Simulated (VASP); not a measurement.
Output of a VASP run:

**OSZICAR**
```
       N       E                     dE             d eps       ncg     rms          rms(c)
DAV:   1     0.121557721408E+02    0.12156E+02   -0.23918E+03   320   0.566E+02
DAV:   2    -0.783790724727E+01   -0.19994E+02   -0.19164E+02   440   0.792E+01
DAV:   3    -0.827160662663E+01   -0.43370E+00   -0.43370E+00   408   0.150E+01
DAV:   4    -0.827409494027E+01   -0.24883E-02   -0.24883E-02   480   0.129E+00
DAV:   5    -0.827410014484E+01   -0.52046E-05   -0.52046E-05   432   0.563E-02    0.346E+00
DAV:   6    -0.820939000092E+01    0.64710E-01   -0.87441E-02   352   0.144E+00    0.216E+00
DAV:   7    -0.818858903384E+01    0.20801E-01   -0.91352E-02   368   0.164E+00    0.403E-01
DAV:   8    -0.818938295337E+01   -0.79392E-03   -0.62934E-03   344   0.467E-01    0.102E-01
DAV:   9    -0.818969922318E+01   -0.31627E-03   -0.58558E-04   400   0.161E-01    0.344E-02
DAV:  10    -0.818971294451E+01   -0.13721E-04   -0.22500E-05   448   0.280E-02    0.188E-02
DAV:  11    -0.818973955948E+01   -0.26615E-04   -0.50377E-05   352   0.476E-02    0.226E-03
DAV:  12    -0.818973991627E+01   -0.35680E-06   -0.37976E-07   416   0.480E-03
   1 F= -.81897399E+01 E0= -.81897399E+01  d E =-.818974E+01
       N       E                     dE             d eps       ncg     rms          rms(c)
DAV:   1    -0.824721825179E+01   -0.57479E-01   -0.11229E+00   376   0.542E+00    0.847E-01
DAV:   2    -0.821717551398E+01    0.30043E-01   -0.58321E-02   336   0.140E+00    0.535E-01
DAV:   3    -0.820649339509E+01    0.10682E-01   -0.32936E-02   352   0.836E-01    0.128E-01
DAV:   4    -0.820592827739E+01    0.56512E-03   -0.11982E-03   344   0.228E-01    0.127E-01
DAV:   5    -0.820577549861E+01    0.15278E-03   -0.26944E-04   440   0.907E-02    0.491E-02
DAV:   6    -0.820578228210E+01   -0.67835E-05   -0.13252E-05   368   0.252E-02    0.978E-03
DAV:   7    -0.820578479201E+01   -0.25099E-05   -0.31875E-06   376   0.114E-02    0.604E-03
DAV:   8    -0.820578506061E+01   -0.26860E-06   -0.38209E-07   296   0.412E-03
   2 F= -.82057851E+01 E0= -.82057851E+01  d E =-.160451E-01
       N       E                     dE             d eps       ncg     rms          rms(c)
DAV:   1    -0.821268715309E+01   -0.69024E-02   -0.10212E-01   360   0.166E+00    0.256E-01
DAV:   2    -0.821001781004E+01    0.26693E-02   -0.49568E-03   360   0.405E-01    0.161E-01
DAV:   3    -0.820906862200E+01    0.94919E-03   -0.29373E-03   368   0.250E-01    0.409E-02
DAV:   4    -0.820902528230E+01    0.43340E-04   -0.10209E-04   368   0.678E-02    0.400E-02
DAV:   5    -0.820901428816E+01    0.10994E-04   -0.22739E-05   408   0.265E-02    0.150E-02
DAV:   6    -0.820901485271E+01   -0.56455E-06   -0.10577E-06   344   0.752E-03
   3 F= -.82090149E+01 E0= -.82090149E+01  d E =-.192749E-01
```

OUTCAR:
```
------------------------ aborting loop because EDIFF is reached ----------------------------------------
  FORCE on cell =-STRESS in cart. coord.  units (eV):
  Direction    XX          YY          ZZ          XY          YZ          ZX
  --------------------------------------------------------------------------------------
  Total        0.0021714      0.0021714      0.0021714      0.0000000     -0.0000000     -0.0000000
  in kB        0.0575052      0.0575052      0.0575052      0.0000000     -0.0000000     -0.0000000
  external PRESSURE =       0.0575052 kB  Pullay stress =       0.0000000 kB
  volume of cell :       60.50
      direct lattice vectors                 reciprocal lattice vectors
    -0.000000000  3.115835398  3.115835398    -0.160470608  0.160470608  0.160470608
     3.115835398  0.000000000  3.115835398     0.160470608 -0.160470608  0.160470608
     3.115835398  3.115835398  0.000000000     0.160470608  0.160470608 -0.160470608
 POSITION                                       TOTAL-FORCE (eV/Angst)
 -----------------------------------------------------------------------------------
      0.00000      0.00000      0.00000         0.000000     -0.000000      0.000000
      1.55792      1.55792      1.55792        -0.000000      0.000000     -0.000000
 -----------------------------------------------------------------------------------
    total drift:                               -0.000000     -0.000000     -0.000000
  FREE ENERGIE OF THE ION-ELECTRON SYSTEM (eV)
  ---------------------------------------------------
  free  energy   TOTEN  =        -8.2090148527 eV

  energy  without entropy=       -8.2090148527  energy(sigma->0) =       -8.20901485

 reached required accuracy - stopping structural energy minimisation
```
(Selected blocks of OUTCAR.)

POSCAR:
```
AlSb
1
    0.0000000000     3.0700000000     3.0700000000
    3.0700000000     0.0000000000     3.0700000000
    3.0700000000     3.0700000000     0.0000000000
Al Sb
1 1
Direct
  0.0000000000   0.0000000000   0.0000000000
  0.2500000000   0.2500000000   0.2500000000
```

### Question
Write an INCAR and KPOINTS that could have produced this output.

### Answer
One answer among several that fit: the input of the run itself, PBE GGA, plane waves, VASP's PBE PAW potentials (set 64).

**KPOINTS**
```
Automatic mesh
0
gamma
 7 7 7
0 0 0
```

**INCAR**
```
# general
SYSTEM  = AlSb
PREC    = Accurate
ENCUT   = 400
LREAL   = F
LASPH   = T

# electronic loop
EDIFF   = 1E-6   # SCF stop (eV)
NELM    = 100
ALGO    = Normal   # blocked Davidson
LMAXMIX = 4   # l cut-off of mixed one-centre charges

# smearing
ISMEAR  = 0
SIGMA   = 0.05

# functional
GGA     = PE

# ions
IBRION  = 2
NSW     = 60   # most ionic steps
ISIF    = 3
EDIFFG  = -0.01

# output
LWAVE   = F
LCHARG  = F
```

POTCAR, in this order: Al Sb (PBE.64 set). Program: vasp_std.

Energy and stress use the plane-wave basis of the starting cell.

The compound is AlSb in the zinc blende structure. This run relaxes it. Symmetry was kept, so distortions that lower it aren't found.
